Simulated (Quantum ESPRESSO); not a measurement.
## TiO2 under changes of volume

One of the cells (12.226 Å³/atom); the others are scaled copies at fixed shape and fractional positions:

```
Ti O
1.0
     6.15358   -1.88347    0.00000
     6.15358    1.88347    0.00000
    -1.92833    0.00000    6.32897
Ti O
4 8
Direct
  0.90007 0.90007 0.28960
  0.19529 0.19529 0.28376
  0.09993 0.09993 0.71040
  0.80471 0.80471 0.71624
  0.36193 0.36193 0.29340
  0.26349 0.26349 0.65250
  0.86719 0.86719 0.99529
  0.73651 0.73651 0.34750
  0.94165 0.94165 0.63002
  0.13281 0.13281 0.00471
  0.63807 0.63807 0.70660
  0.05835 0.05835 0.36998
```

The cell comes from a database or a generator and needn't be the stable form of this composition.

| Property | Result |
| --- | --- |
| Program | Quantum ESPRESSO 7.5 |
| Functional | PBE |
| Potentials or basis | SG15 PBE 1.2 |
| Cutoff | 952 eV |
| Density cutoff | 3810 eV |
| k mesh | 4 × 4 × 2 |
| Occupations | fermi-dirac, width 0.05 eV |
| Spin | no spin polarisation |

| volume (Å³/atom) | energy over the lowest point (meV/atom) | gap on the mesh (eV) | largest force (eV/Å) |
| --- | --- | --- | --- |
| 11.492 | 25.30 | 3.01 | 0.297 |
| 11.737 | ? | ? | ? |
| 11.981 | 1.81 | 2.86 | 0.060 |
| 12.226 | 0.00 | 2.79 | 0.159 |
| 12.470 | 4.09 | 2.72 | 0.286 |
| 12.715 | 13.56 | 2.66 | 0.407 |
| 12.959 | 27.72 | 2.59 | 0.522 |

Task: What does the run at 11.737 Å³/atom give?

Result: Energy over the lowest point 9.77 meV/atom; gap on the mesh 2.94 eV; largest force 0.168 eV/Å.

Worked out: A Birch-Murnaghan fit of order 3 (a polynomial in V^(-2/3)) to the other rows has its minimum at 12.17 Å³/atom with B0 = V·E''(V) = 195 GPa and B' = 3.8 at fixed shape and positions, which overstates the stiffness. It gives 9.97 meV/atom at 11.737 Å³/atom, against the run's 9.77. A straight line through the other rows of the gap, of slope -3.48 eV per unit of ln V, gives 2.93 eV, against the run's 2.94.

Energies are extrapolated to zero smearing.

Caveats: all runs use coarse meshes.

A mesh can miss the band edges.
